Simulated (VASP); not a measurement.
Write the native input for VASP 6.6.1 that does the following.

```yaml
Task: work function
Functional: PBE
Potentials_or_basis: VASP PAW PBE potentials, release 64 (Au)
Cutoff: 520 eV
k_mesh: 8 × 8 × 1
Occupations: fermi-dirac, width 0.05 eV
Spin: no spin polarisation
Dipole_correction: yes
Further_INCAR_settings: ALGO = Fast; EDIFF = 1e-06
```

The structure of Au lies in POSCAR:

```
Au
1.0
    2.8226199300      0.0000000000      0.0000000000
   -1.4113099650      2.5559330250      0.0000000000
    0.0000000000      0.0000000000     27.2329240250
Au
6
Direct
    0.3346720300      0.6693440600      0.2754019360
    0.6653279700      0.3306559400      0.3652411616
    0.3346720300      0.6693440600      0.4550803872
    0.6653279700      0.3306559400      0.5449196128
    0.3346720300      0.6693440600      0.6347588384
    0.6653279700      0.3306559400      0.7245980640
```

These files were run (other wordings do the same):

INCAR

```
SYSTEM = Au
PREC = Accurate ; ENCUT = 520
EDIFF = 1E-6 ; ISMEAR = -1
SIGMA = 0.05 ; LREAL = .False.
LASPH = .True. ; NELM = 60
ALGO = Fast ; ISIF = 2
LWAVE = .False. ; LCHARG = .True.
LDIPOL = .True. ; IDIPOL = 3
DIPOL = 0.5 0.5 0.500 ; GGA = PE
LELF = .True. ; LVHAR = .True.
LVACPOTAV = .True.
```

KPOINTS

```
Automatic mesh
0
Gamma
  8 8 1
  0 0 0
```

Potentials or basis: VASP PAW PBE potentials, release 64 (Au).

Run with:

```bash
$ cat potpaw_PBE.64/Au/POTCAR > POTCAR
$ mpirun -np 1 vasp_std > vasp.out
```

Results of the run:

```
Largest force                   : 0.233 eV/Å
Band gap on the k mesh          : none (metal or under the smearing width)
Work function of the upper face : 5.25 eV
Work function of the lower face : 5.25 eV
```

Run time: 4.5 min on 1 thread of Intel(R) Xeon(R) Platinum 8488C (Sapphire Rapids), with other jobs on the host, peak memory 0.4 GiB.
